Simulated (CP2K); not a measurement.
**InAs: equation of state with PBE**

Crystal: InAs.

```
In As
1.0
     4.26810    0.00000    0.00000
     2.13405    3.69628    0.00000
     2.13405    1.23209    3.48489
In As
1 1
Direct
  0.00000 0.00000 0.00000
  0.75000 0.75000 0.75000
```

```
Program                             : CP2K 2026.2
Task                                : equation of state
Functional                          : PBE
Potentials or basis                 : POTENTIAL_UZH In GTH-PBE-q13, As GTH-PBE-q5; TZVP-MOLOPT-PBE-GTH basis
Density cutoff                      : 6123 eV
k mesh                              : 8 × 8 × 8
Occupations                         : fermi-dirac, width 0.05 eV
Spin                                : no spin polarisation
SCF solver                          : diagonalisation with k points
Quickstep method                    : GPW
EPS_DEFAULT                         : 1.0E-10
EPS_SCF                             : 1.0E-6
MAX_SCF                             : 100
SCF_GUESS                           : ATOMIC
k points reduced by the point group : yes
Mesh centred on Gamma               : yes
CHOLESKY                            : OFF
EPS_EIGVAL                          : 1.0E-7
MIXING METHOD                       : BROYDEN_MIXING
MIXING ALPHA                        : 0.4
NBUFFER                             : 8
NGRIDS                              : 4
Basis sets                          : In TZVP-MOLOPT-PBE-GTH-q13, As TZVP-MOLOPT-PBE-GTH-q5
Potentials                          : In GTH-PBE-q13 of POTENTIAL_UZH, As GTH-PBE-q5 of POTENTIAL_UZH
ADDED_MOS                           : [10]
REL_CUTOFF (Ry)                     : 60 Ry
MIXING BETA (1/bohr)                : 1.5 1/bohr
CUTOFF of the grids                 : 450 Ry
```

The equilibrium volume is 29.82 Å³/atom (rough: see the caveat) and the bulk modulus is 50 GPa (rough).

Energy against volume, from the lowest point:
| volume (Å³/atom) | energy (meV/atom) |
| --- | --- |
| 25.840 | 104.27 |
| 26.389 | 73.81 |
| 26.939 | 49.28 |
| 27.489 | 30.15 |
| 28.039 | 15.88 |
| 28.588 | 5.98 |
| 29.138 | 0.00 |

All runs of the series together: 5.7 min on 1 thread of Arm Neoverse V1 (shared host).

Caveat: the minimum lies outside the volumes run; the basis of atomic orbitals isn't converged, which shifts pressures, moduli and gaps.
